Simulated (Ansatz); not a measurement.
# TiPt5: one candidate of a structure search, part 2 of 2

Aim: relax a trial structure of TiPt5 and see where it ends.

Ansatz 0.2.0; DFT PBE, scalar-relativistic, plane waves, PAW.

**4. Relaxation on the finer mesh**

The end of the coarse run is made exact in the group found at a tolerance of 0.06 Å and reduced to its primitive cell.

input.yaml

```yaml
crystal:
  lattice:
    - [3.9082297044, 0.0, 0.0]
    - [0.0, 3.9082297044, 0.0]
    - [0.0, 0.0, 6.4579221157]
  atoms:
    - { symbol: Ti, position: [0.5, 0.5, 0.5] }
    - { symbol: Pt, position: [0.0, 0.5, 0.2013018957] }
    - { symbol: Pt, position: [0.5, 0.0, 0.2013018957] }
    - { symbol: Pt, position: [0.0, 0.5, 0.7986981043] }
    - { symbol: Pt, position: [0.5, 0.0, 0.7986981043] }
    - { symbol: Pt, position: [0.0, 0.0, 0.5] }
basis:
  ecutwfc: 420
kpoints:
  mp_grid: { grid: [10, 10, 6] }
hamiltonian:
  xc: pbe
scf:
  occupations: { method: gaussian, width: 0.1 }
output:
  forces: true
  stress: true
  eigenvalues: true
  write_density: true
  write_potential: true
  elf: true
  volumetric_format: npy
relax:
  adjacent_minimum: "off"
  f_tol: 0.01
  max_steps: 80
  cell: { stress_tol: 0.05 }
```

The run is started by

```console
$ ansatz run input.yaml --threads 1 --pin off --max-ram 2560MiB --backend cpu --events-out ev --progress --plain --runs-dir out
```

Output (excerpt; [...] marks lines left out):

```text
Warning: RAYON_NUM_THREADS=1 ignored (pool sized by the plan → 1); use --threads N
[...]
Pseudopotentials: kind: paw
Pseudopotential: Ti, paw, valence charge 12, recommended cutoff 420 eV (normal), Ti.paw.azcp
Pseudopotential: Pt, paw, valence charge 18, recommended cutoff 420 eV (normal), Pt.paw.azcp
Functional definition: PBE
[...]
Crystal: 6 atoms, lattice volume = 98.640 Å³
Basis set: ecut = 420 eV, 1925 PW (Γ), exchange–correlation on 54×54×90 points (8 copies of the dense FFT grid, shifted against one another)
Bands: 62, of which v1, the nominal top of the filled ones, is band 51 counted from 1 (50 counted from 0)
Symmetry: 16 space group operations
Space group: P4/mmm (ITA 123), of the structure as read, at distance tolerance 4.6e-5 Å
k-points: 84 of 600
[...]
SCF iter   1: F=—  HF=-65117.222900 eV  |F-HF|=—  |Δ(HF+E_count)|=         —  Δρ=1.57e-2  dr2=3.09e-1  ethr=1.77e-3  ⟨swp⟩=5.6  Hψ=17301  notcnv=0  defer=10
[...]
       -0.026702       0.000000       0.000000
        0.000000      -0.026702       0.000000
        0.000000       0.000000      -0.028786
  P = ⅓ Tr σ = -0.0274 GPa (-0.274 kbar)
--- Band table (eV; the first three rows and the last of 84) ---
[...]
--- Relaxed structure (3 steps of the walk, 3 accepted, 1 SCFs on fresh bases) ---
  F+E_penalty+E_count = -65117.19941531 eV   max|allowed force component| = 1.778e-4 eV/Å   (the final SCF, on the basis selected at the relaxed cell)
  cell:  # Å, volume = 98.7292 Å³
    - [3.9120505492751794, -7.127123795713918e-35, 0.0]
    - [-7.127123795713918e-35, 3.9120505492751794, 0.0]
    - [0.0, 0.0, 6.451142962119289]
  atoms:
    - { symbol: Ti, position: [0.5, 0.5, 0.5] }
    - { symbol: Pt, position: [2.386141353468659e-37, 0.5, 0.2021787062425298] }
    - { symbol: Pt, position: [0.5, 2.6067090416044657e-38, 0.2021787062425298] }
    - { symbol: Pt, position: [2.386141353468659e-37, 0.5, 0.7978212937574701] }
    - { symbol: Pt, position: [0.5, 2.0051608012339988e-39, 0.7978212937574701] }
    - { symbol: Pt, position: [4.371250546690507e-37, 2.0051608012341772e-39, 0.5] }
```

Wall time 67 s (1 thread of Intel Xeon 6975P-C (Granite Rapids), shared host); peak memory 0.76 GiB.

Relaxation path:

```csv
step,energy from step 1 (eV/cell),largest force component (eV/Å),pressure (GPa),volume (Å³)
1,0.0000,0.0915,-0.02,98.64
2,-0.0006,0.0622,0.07,98.74
3,-0.0010,0.0002,-0.03,98.73
4,-0.0011,0.0002,-0.03,98.73
```

Step 1 is the start. Step 4 repeats the geometry before it on a plane-wave basis chosen anew for that cell, so its energy need not be comparable with the rows above.

|  | before | after | change |
| --- | --- | --- | --- |
| a (Å) | 3.908 | 3.912 | +0.1 % |
| b (Å) | 3.908 | 3.912 | +0.1 % |
| c (Å) | 6.458 | 6.451 | -0.1 % |
| volume (Å³/atom) | 16.44 | 16.45 | +0.1 % |
| shortest distance (Å) | 2.600 | 2.609 | +0.3 % |
| space group (0.01 Å) | P4/mmm | P4/mmm | same |

The run keeps the 16 symmetry operations of the start, so it could not have lowered the symmetry.

Density in a lattice plane of the grid's cell (edges 3.91 and 6.45 Å, at 0.500 of the third edge), which holds Ti and Pt.

Ten even steps from ' ' (0.05 e/Å³) to '@' (11.81 e/Å³):
```
                            
--::..                  ..::
%%**--..              ..--**
@@%%==..              ..==%%
%%**--..              ..--**
----..                  ..--
                            
            ..::..          
          ::++##++::        
          --##%%##--        
          ::++##++::        
            ..::..          
                            
----..                  ..--
%%**--..              ..--**
@@%%==..              ..==%%
%%**--..              ..--**
--::..                  ..::
                            
                            
```
Columns run along the first of these edges and rows up along the second, over one cell in 14 and 20 even steps from the bottom left corner. Atoms in the plane (fractional): Ti at (0.50, 0.50), Pt at (0.00, 0.20), Pt at (0.00, 0.80).

ELF in the same plane.

Ten even steps from '0' (0.00) to '9' (0.68):
```
54432111112344
87643211123467
99963321233699
99964322234699
99865432345689
88765321235678
44553212123554
33432478742343
33213874783123
33214940494123
33213874783123
33432478742343
44553212123554
88765321235678
99865432345689
99964322234699
99963321233699
87643211123467
54432111112344
54432110112344
```
Columns run along the first of these edges and rows up along the second, over one cell in 14 and 20 even steps from the bottom left corner. Atoms in the plane (fractional): Ti at (0.50, 0.50), Pt at (0.00, 0.20), Pt at (0.00, 0.80).

Both are smooth fields of the valence electrons: close to the nuclei they are not physical.

**5. Variant: xc_grid 4, occupations.method tetrahedron_uncorrected, width left out**

input.yaml

```yaml
crystal:
  lattice:
    - [3.9120505493, 0.0, 0.0]
    - [0.0, 3.9120505493, 0.0]
    - [0.0, 0.0, 6.4511429621]
  atoms:
    - { symbol: Ti, position: [0.5, 0.5, 0.5] }
    - { symbol: Pt, position: [0.0, 0.5, 0.2021787062] }
    - { symbol: Pt, position: [0.5, 0.0, 0.2021787062] }
    - { symbol: Pt, position: [0.0, 0.5, 0.7978212938] }
    - { symbol: Pt, position: [0.5, 0.0, 0.7978212938] }
    - { symbol: Pt, position: [0.0, 0.0, 0.5] }
basis:
  ecutwfc: 420
  xc_grid: 4
kpoints:
  mp_grid: { grid: [10, 10, 6] }
hamiltonian:
  xc: pbe
scf:
  occupations: { method: tetrahedron_uncorrected }
output:
  forces: true
  eigenvalues: true
  stress: true
```

The run is started by

```console
$ ansatz run input.yaml --threads 1 --pin off --max-ram 2560MiB --backend cpu --events-out ev --progress --plain --runs-dir out
```

Output (excerpt; [...] marks lines left out):

```text
Warning: RAYON_NUM_THREADS=1 ignored (pool sized by the plan → 1); use --threads N
[...]
Pseudopotentials: kind: paw
Pseudopotential: Ti, paw, valence charge 12, recommended cutoff 420 eV (normal), Ti.paw.azcp
Pseudopotential: Pt, paw, valence charge 18, recommended cutoff 420 eV (normal), Pt.paw.azcp
Functional definition: PBE
[...]
Crystal: 6 atoms, lattice volume = 98.729 Å³
Basis set: ecut = 420 eV, 1925 PW (Γ), exchange–correlation on 108×108×180 points (64 copies of the dense FFT grid, shifted against one another)
Bands: 62, of which v1, the nominal top of the filled ones, is band 51 counted from 1 (50 counted from 0)
Symmetry: 16 space group operations
Space group: P4/mmm (ITA 123), of the structure as read, at distance tolerance 4.6e-5 Å
k-points: 84 of 600
[...]
SCF iter   1: F=—  HF=-65117.160000 eV  |F-HF|=—  |Δ(HF+E_count)|=         —  Δρ=1.59e-2  dr2=3.25e-1  ethr=1.77e-3  ⟨swp⟩=6.0  Hψ=16766  notcnv=0  defer=122
[...]
SCF iter   9: F=-65117.132676 eV  HF=-65117.132676 eV  |F-HF|=6.21e-9  |Δ(HF+E_count)|=   7.14e-8  Δρ=4.64e-6  dr2=3.45e-8  ethr=9.80e-11  ⟨swp⟩=7.0  Hψ=18248  notcnv=0
[...]
SCF converged after 9 iterations
Free energy (F): -65117.132676 eV
[...]
E sigma→0 (E₀):  -65117.132676 eV
Entropy (-TS):   -0.000401 eV (-0.067 meV/atom)
Fermi energy:    19.764484 eV
[...]
--- Forces (eV/Å), atoms counted from 1 ---
  atom   1  Ti     0.00000000     0.00000000     0.00000000
  atom   2  Pt     0.00000000     0.00000000     0.01165597
  atom   3  Pt     0.00000000     0.00000000     0.01165597
  atom   4  Pt     0.00000000     0.00000000    -0.01165597
  atom   5  Pt     0.00000000     0.00000000    -0.01165597
  atom   6  Pt     0.00000000     0.00000000     0.00000000
[...]
--- Stress (GPa, compression-positive) ---
        0.048706       0.000000       0.000000
        0.000000       0.048706       0.000000
        0.000000       0.000000      -0.099917
  P = ⅓ Tr σ = -0.0008 GPa (-0.008 kbar)
--- Band table (eV; the first three rows and the last of 84) ---
[...]
```

Wall time 14 s (1 thread of Intel Xeon 6975P-C (Granite Rapids), shared host); peak memory 0.79 GiB.

```tsv
run	ending	energy change	pressure (GPa)	gap (eV)	force (eV/Å)	cycles	time
step 4	converged	0	0.0	0.00	0.00	-	67 s
variant	converged	+8.0 meV/atom (σ→0)	0.0	0.00	0.01	9	14 s
```

Changing the numerical grids and smearing moves the energy by +8.0 meV/atom (σ→0 values).

**6. Results**

This closing draws on all 2 parts. Changes of volume or cell count from the first structure of part 1.

| quantity | value |
| --- | --- |
| symmetry at the end (tolerance 0.05 Å) | space group P4/mmm (No. 123) |
| conventional cell | a = 3.912 Å, b = 3.912 Å, c = 6.451 Å, α = 90.00°, β = 90.00°, γ = 90.00° |
| volume | 16.45 Å³/atom |
| energy over the elements | -0.40 eV/atom |
| gap on the mesh | none (metal) |

In words: The space group P4/mmm (No. 123) is kept, and the volume per atom grows by 6.5 % from the first guess. A negative formation energy is needed for stability but isn't enough; other structures and compounds were not set against it here. No finished test with a distortion of lower symmetry is shown, so the end may be a saddle point. Spin-orbit coupling is left out for Pt. Where forces pass 15 eV/Å atoms stand far too close, the PAW spheres overlap strongly and those numbers are rough.
